The bulk modulus B measures how much pressure it takes to squeeze a crystal: a solid with a B of 75 GPa needs about 0.75 GPa to lose one per cent of its volume. The table lists B for gallium arsenide as ten methods of calculation give it. Each modulus belongs to the volume at which that method finds the lowest energy, and these volumes differ by several per cent. The problem is to estimate the modulus from the volume with pencil and paper.

Bulk modulus of zinc-blende GaAs (F-43m, 2-atom cell) from periodic Kohn-Sham DFT in VASP, GPAW and Ansatz, taken at each method's own energy minimum from a seven-volume equation of state. All runs use a static lattice, no spin polarization or spin-orbit coupling, and Fermi-Dirac smearing of 0.05 eV. The basis column gives the plane-wave cutoff.

```
       method      rung  program                                           potentials   basis             k mesh  bulk modulus (GPa)
          PBE       GGA     VASP                 VASP PAW PBE potentials, recommended  520 eV  8x8x8 2-atom cell               60.50
       PBE-D3       GGA     GPAW                 GPAW PAW data sets (gpaw data 1.2.1)  600 eV  8x8x8 2-atom cell               66.60
PBEsol-D3(BJ)       GGA   Ansatz                                           Ansatz PAW  420 eV  8x8x8 2-atom cell               75.10
    PBEsol-D4       GGA     GPAW  PAW data sets made by gpaw setup for the functional  600 eV  8x8x8 2-atom cell               75.20
    vdW-DF-cx       GGA     GPAW                 GPAW PAW data sets (gpaw data 1.2.1)  600 eV  8x8x8 2-atom cell               67.10
     m-r2SCAN  meta-GGA   Ansatz                                           Ansatz PAW  500 eV  8x8x8 2-atom cell               72.40
       r2SCAN  meta-GGA     VASP                 VASP PAW PBE potentials, recommended  520 eV  8x8x8 2-atom cell               72.70
        HSE03    hybrid   Ansatz                                           Ansatz PAW  420 eV  4x4x4 2-atom cell               71.00
       HSEsol    hybrid   Ansatz                                           Ansatz PAW  420 eV  4x4x4 2-atom cell               78.30
     r2SCAN50    hybrid   Ansatz                                           Ansatz PAW  500 eV  4x4x4 2-atom cell               86.10
```

(a) Two methods give the same crystal different volumes. Why should they also give it different stiffness, and what formula connects the two?

Solution. Picture the energy of the crystal as a curve against its volume. The slope of the curve gives the pressure, and its curvature, multiplied by the volume, gives the bulk modulus. The curve is steep on the compressed side, where the electron clouds of neighbouring atoms are forced into each other and repel strongly. On the expanded side this short-range repulsion fades faster than the attraction, so the curve bends less sharply and the crystal becomes softer.

Now suppose that a second method differs from the first only by a constant outward push. This adds a straight line to the energy curve. A straight line has no curvature, so at any chosen volume both methods find the same stiffness. The minimum, however, has moved outwards to where the curve bends less, and the modulus read off there is lower. The two methods agree on how the bonds stiffen but stop at different points.

To turn this into a formula, let P be the pressure, V the volume per atom and B′ the rise of B per unit of pressure. The definition of the modulus is

B = −V dP/dV

and with a constant B′ it follows that

dB/dV = B′ dP/dV = −B′ B/V, so that B is proportional to V^(−B′).

The energy curves of the ten methods, taken one at a time, give a B′ of typically 4.6. One per cent more volume therefore costs between four and five per cent of the modulus. For small changes the power law can be replaced by a division that is easy to do by hand:

B ≈ 75 GPa / (1 + 4.6 x), with x = (V − 22.59 Å³)/(22.59 Å³).

Here V is the method's own volume per atom, which is the cube of the lattice constant divided by eight. The 75 GPa is the rounded result of a one-constant fit to all ten moduli, with the exponent held at 4.6.

(b) PBE puts the minimum at 23.76 Å³ per atom, r2SCAN50 at 22.23 Å³. Estimate both moduli and compare them with the table.

Solution. For PBE the excess volume is

x = (23.76 − 22.59)/22.59 = 0.052

B ≈ 75 GPa / (1 + 4.6 × 0.052) = 75 GPa / 1.24 ≈ 60 GPa.

The table has 60.5 GPa. For r2SCAN50 the crystal is smaller than the reference, so x is negative:

x = (22.23 − 22.59)/22.59 = −0.016

B ≈ 75 GPa / (1 − 4.6 × 0.016) = 75 GPa / 0.926 ≈ 81 GPa.

The table has 86.1 GPa, so this estimate is about 5 GPa too low. Both rows were among the ten that fixed the 75 GPa, so the comparison shows how well the rule describes the table, not how well it would predict a new method.

The picture of a shared curve can be checked more directly by asking both methods for the stiffness at the same volume. At 22.59 Å³ per atom their energies give 77 GPa for PBE and 81 GPa for r2SCAN50. A gap of nearly 26 GPa between the tabulated moduli has shrunk to about 4 GPa. PBE thus looks softer than r2SCAN50 mainly because it makes the crystal larger, not because it describes the bonds as much weaker springs.

What remains is a difference between the computed curves: r2SCAN50 is somewhat stiffer than the 75 GPa of the rule even at the common volume, and this is why its estimate falls short. The functional itself may be the reason. The coarser k mesh of the hybrid run and the change of program and potentials may also contribute; their shares have not been tested.

(c) How far can the rule be trusted, and where does it break down?

Solution. Half of the ten estimates lie within about 2 GPa of the computed modulus, and nine lie within roughly 5 GPa. The root-mean-square error over all rows is 4 GPa, against nearly 7 GPa for someone who ignores the volume and always quotes the average modulus. The volume is also a better guide than the type of method. The GGA rows alone spread over about 15 GPa, and so do the hybrids, although all three hybrids use the coarser 4×4×4 k mesh, whose effect on their moduli has not been tested. The shared curve is only an approximation, however: at the common volume the ten stiffnesses still scatter by about 4 GPa, against nearly 7 GPa for the tabulated moduli.

The clear failure is PBEsol-D3(BJ). It has the smallest volume of all, so the rule expects a stiff crystal of about 86 GPa, but the calculation gives 75.1 GPa. At the common volume its stiffness is only 66 GPa, well below that of every other row. This method therefore runs along a softer curve of its own, and the assumption of part (a) does not hold for it. Its dispersion correction may contribute, since an attraction that fades with distance bends the energy curve as well as tilting it. Whether that is enough cannot be read from the table. The dispersion energies of PBE-D3 and PBEsol-D4 also soften their curves, yet neither row comes near 66 GPa. But those two rows come from another program with other potentials, and such differences count as well: at the common volume PBE-D3 is stiffer than plain PBE from a different program, 80 against 77 GPa, although its correction softens it. The cutoffs and k meshes are also usual working values, not converged limits, and the 420 eV of the PBEsol-D3(BJ) run is the lowest cutoff in the table, so basis errors may play a part. The cause is therefore not isolated.

The same row gives a warning about agreement. PBEsol-D4 has almost the same modulus, 75.2 GPa, yet reaches it at a larger volume and on a stiffer curve. Two equal moduli can hide two different descriptions of the crystal, and comparing the volumes reveals it.

The failure also marks the weak side of the rule. Only two methods compress the crystal by more than one per cent relative to the reference, and the rule misses one by 5 GPa downwards and the other by 10 GPa upwards. When the slope is fitted freely to all ten rows, it comes out at 3.3 ± 0.6 instead of 4.6, mainly because the soft row at the small-volume end flattens the line. The printed results after this text give the estimate for each row and both fits.

In use, the rule needs a good volume. An error of one per cent in the lattice constant is three per cent in volume and shifts the modulus by about 14 per cent. The result is an estimate of what a given method would compute for gallium arsenide, not a measured modulus. The table supports it from about one per cent below the reference volume to five per cent above it; at stronger compression it is unreliable. Another crystal needs its own reference volume, modulus and B′.

Output of the analysis:

```
Hand rule and stiffness at the common volume:
            row  own volume A^3/atom  volume excess %  stiffness at 22.59 A^3/atom GPa  hand estimate GPa  estimate less computed GPa
            PBE                23.76              5.2                            76.98              60.52                     0.02261
         PBE-D3                 23.5            4.032                            80.13              63.27                      -3.333
  PBEsol-D3(BJ)                21.98           -2.679                            66.14              85.54                       10.44
      PBEsol-D4                22.51          -0.3684                            74.43              76.29                       1.093
      vdW-DF-cx                23.37            3.476                            81.03              64.66                      -2.439
       m-r2SCAN                22.74           0.6787                               75              72.73                      0.3293
         r2SCAN                22.77           0.8039                             75.8              72.33                     -0.3746
          HSE03                23.12            2.337                            79.66              67.72                      -3.281
         HSEsol                22.38          -0.9361                            75.62              78.38                     0.07502
       r2SCAN50                22.23           -1.606                            80.81              80.98                      -5.119
Median pressure derivative of the ten equations of state: 4.628
fit of bulk on 10 rows: coefficient of (vref/v0)**4.6 75.38 +/- 1.4; rms 4.07, worst PBEsol-D3(BJ) 10.3, leave-one-out rms 4.65
fit of log(bulk) on 10 rows: constant 4.315 +/- 0.016, coefficient of log(v0/vref) -3.341 +/- 0.62; rms 0.0426, worst r2SCAN50 -0.0867, leave-one-out rms 0.0601
Rms miss of the hand rule, all ten rows, GPa: 4.056
Rms miss of the plain mean, all ten rows, GPa: 6.655
Rms miss of the hand rule without PBEsol-D3(BJ), GPa: 2.483
Rms miss of the plain mean of those nine rows, GPa: 6.955
Median size of the miss of the hand rule, all rows, GPa: 1.766
Rms scatter of the stiffness at the common volume, all rows, GPa: 4.214
Span of the bulk modulus among GGA rows, GPa: 14.7
Span of the bulk modulus among hybrid rows, GPa: 15.1
PBE to r2SCAN50, rise of the bulk modulus, GPa: 25.6
PBE to r2SCAN50, rise of the stiffness at the common volume, GPa: 3.83
Change of modulus for 1 % in lattice constant, about, %: 13.8
```
